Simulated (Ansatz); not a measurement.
Stress against strain in TePt

```xyz
4
Lattice="4.1110 0.0000 0.0000 -2.0555 3.5602 0.0000 0.0000 0.0000 5.4460" Properties=species:S:1:pos:R:3 pbc="T T T"
Te    0.0000    2.3735    1.3615
Te    2.0555    1.1867    4.0845
Pt    0.0000    0.0000    0.0000
Pt    0.0000    0.0000    2.7230
```

Atom numbers follow the list: Te1, Te2, Pt3, Pt4.

The geometry is COD entry 1523756, unchecked; take it as a test cell.

No spin–orbit coupling, which matters for the heavy atoms here.

All numbers below come from Ansatz 0.2.0, DFT, LDA, all-electron LAPW, scalar-relativistic.

The runs use a Γ-centred 9×9×6 k mesh, Fermi–Dirac smearing of 0.05 eV, basis error target 1 meV/atom, no spin polarisation.

The strain is applied along the Cartesian axes of the cell as listed (the other components stay zero). Fractional coordinates are held (clamped ions).

σ is the change of stress from the unstrained cell, which is at 8.63 GPa; tension is positive, so slopes are stress–strain coefficients at that pressure. In a metal the k mesh adds noise.

Only quantities that a quadratic follows smoothly over the whole series are listed; rougher ones are left out.

| εzz | σzz (GPa) | σxx (GPa) |
| --- | --- | --- |
| -0.0200 | -6.59 | -2.98 |
| 0.0000 | 0.00 | 0.00 |
| 0.0100 | 2.84 | 1.39 |
| 0.0200 | 5.42 | 2.72 |

Question: Fit the series and read off the stiffness at zero strain.

Answer: Least-squares fits y = p0 + p1 x + p2 x² to the rows give σzz (GPa): p1 = 300, p2 = -1400; σxx (GPa): p1 = 142, p2 = -320. So C33 = 300 GPa and C13 = 142 GPa, for these axes.

Question: One run, at εzz = -0.0100, is withheld. Predict its row.

Answer: The fits give -3.15, -1.46; the run gave -3.13, -1.46.
